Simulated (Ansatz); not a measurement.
PbSe (rocksalt structure)

Method: r²SCAN, scalar-relativistic; no spin polarisation; PAW, 500 eV, Γ-centred 10×10×10 mesh, 0.05 eV Gaussian smearing; code Ansatz; PAW files: Ansatz's generated set soft_2.

```
CELL_PARAMETERS angstrom
0.00000 3.08899 3.08899
3.08899 0.00000 3.08899
3.08899 3.08899 0.00000
ATOMIC_POSITIONS crystal
Pb 0.50000 0.50000 0.50000
Se 0.00000 0.00000 0.00000
```

The start was a prototype's sites filled with these elements; the Crystallography Open Database holds the compound in this structure.

The cell is relaxed to zero pressure at this level.

The cell has space group Fm-3m (read at 0.01 Å). In it the stress is 0.00, 0.00, 0.00, 0.00, 0.00, 0.00 GPa and the largest force component 0.000 eV/Å. Each change below starts from this cell, without further relaxation. Stress is in GPa, positive in compression, in the order xx, yy, zz, yz, xz, xy; energies are counted from the cell above.

Question: One atom was moved along a Cartesian axis, and these forces appeared. Which atom, and about how far?
```tsv
atom	Fx (eV/Å)	Fy	Fz
Pb1	0.000	0.000	0.139
Se2	0.000	0.000	-0.140
```

Answer: Atom 2 (Se) is moved by 0.20 Å along z; the energy changes by 8.7 meV per cell. Moving the other atom the opposite way is the same thing.

Question: A single strain component, atoms carried along, gave the stress 0.00, -0.01, 0.00, 0.00, -0.37, 0.00. Which component, and about how large?

Answer: An engineering strain of 2 % in xz; the energy changes by 1.3 meV per cell.

Question: All atoms and the cell are disturbed at random:
```
CELL_PARAMETERS angstrom
-0.02581 3.08087 3.06130
3.08557 -0.02209 3.05757
3.08561 3.07719 -0.02213
ATOMIC_POSITIONS crystal
Pb 0.51353 0.49228 0.49629
Se 0.98647 0.00772 0.00371
```
Give the energy change, the stress and the forces.

Answer: 2.4 meV per cell; stress -0.12, 0.14, 0.81, 0.13, 0.12, 0.09 GPa. The gap on the mesh goes from 0.66 eV to 0.61 eV.
| atom | Fx (eV/Å) | Fy | Fz |
| --- | --- | --- | --- |
| Pb1 | 0.011 | -0.014 | -0.014 |
| Se2 | -0.011 | 0.014 | 0.014 |

Kohn–Sham gaps of semilocal functionals lie under measured ones, often by a third or more. No spin–orbit coupling, a notable omission for heavy elements.

Displacing the Se sublattice by 0.20 Å produces a restoring force, so the rocksalt cell resists this polar distortion, but the response is far from harmonic. The 8.7 meV cost is well below what a linear spring reaching the same final force would store, so the restoring force must stiffen with amplitude. Dividing force by displacement would therefore overestimate the small-amplitude curvature and the transverse optical frequency. Such softness is typical of the lead chalcogenides, where short-range repulsion is nearly cancelled by long-range dipolar forces, strengthened by the highly polarisable, half-filled p-bonding network.

The gap of 0.66 eV is larger than the measured one, the reverse of the usual semilocal error. The likely cause is the missing spin-orbit coupling, which would lower the Pb 6p-derived conduction edge at L. The narrowing to 0.61 eV in the disturbed cell probably reflects, at least in part, the lifted equivalence of the L valleys, though strain and sublattice displacement can't be separated here.
